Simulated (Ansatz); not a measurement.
CaF2 (started from an entry of an open crystallographic database): a relaxation of cell and atoms in the plane-wave code Ansatz (LDA). It starts from the PBE minimum.

```yaml
crystal:
  lattice:
    - [0.0, 2.7552132295, 2.7552132295]
    - [2.7552132295, 0.0, 2.7552132295]
    - [2.7552132295, 2.7552132295, 0.0]
  atoms:
    - { symbol: Ca, position: [0.0, 0.0, 0.0] }
    - { symbol: F, position: [0.25, 0.25, 0.25] }
    - { symbol: F, position: [0.75, 0.75, 0.75] }
kpoints:
  mp_grid: { grid: [8, 8, 8] }
hamiltonian:
  xc: lda
scf:
  occupations: { method: fermi_dirac, width: 0.02 }
relax:
  f_tol: 0.005
  cell: {}
output:
  write_density: true
  write_potential: true
  elf: true
  volumetric_format: npy
```

In the abridged output below, numbers in square brackets stand for lines, or ends of lines, that were taken out.
```
Pseudopotential: Ca, paw, valence charge 10, recommended cutoff 420 eV (normal)
Pseudopotential: F, paw, valence charge 7, recommended cutoff 420 eV (normal)
Functional definition: SPW92
Crystal: 3 atoms, lattice volume = 41.831 Å³
Basis set: ecut = 420 eV, 869 PW (Γ)
Bands: 16, of which v1, the nominal top of the filled ones, is band 12 counted from 1 (11 counted from 0)
Symmetry: 48 space group operations
Space group: Fm-3m (ITA 225)
k-points: 29 of 512
relax step 1: F+E_penalty+E_count = -3366.54147801 eV  P = -8.204 GPa  Ω = 41.831 Å³
--- Relaxed structure (5 steps of the walk, 5 accepted, 2 SCFs on fresh bases) ---
[1]
```

Question: What stood in the gaps? They hold the relaxed structure.

Answer:
```
[1]
  F+E_penalty+E_count = -3366.65605734 eV
  cell:  # Å, volume = 37.7727 Å³
    - [0.000000, 2.663072, 2.663072]
    - [2.663072, 0.000000, 2.663072]
    - [2.663072, 2.663072, 0.000000]
  atoms:
    - { symbol: Ca, position: [0.000000, 0.000000, 0.000000] }
    - { symbol: F, position: [0.250000, 0.250000, 0.250000] }
    - { symbol: F, position: [0.750000, 0.750000, 0.750000] }
```
Only the leading digits can be foreseen; the rest is this run's record.

In 5 steps the volume changed by -9.7 %; between the first SCF and the last, each on a basis chosen for its cell, the energy fell by 38.2 meV an atom. Final cell: space group Fm-3m (No. 225), cubic; a = 5.326 Å in the conventional setting, 12.59 Å³ an atom. Ca is surrounded by 8 F at 2.31 Å; F is surrounded by 4 Ca at 2.31 Å.

Command: `ansatz run input.yaml --threads 2 --pin off --max-ram 2211MiB --backend cpu --events-out ev --progress --plain --runs-dir out`.

Spin-unpolarised throughout; all numbers are computed.
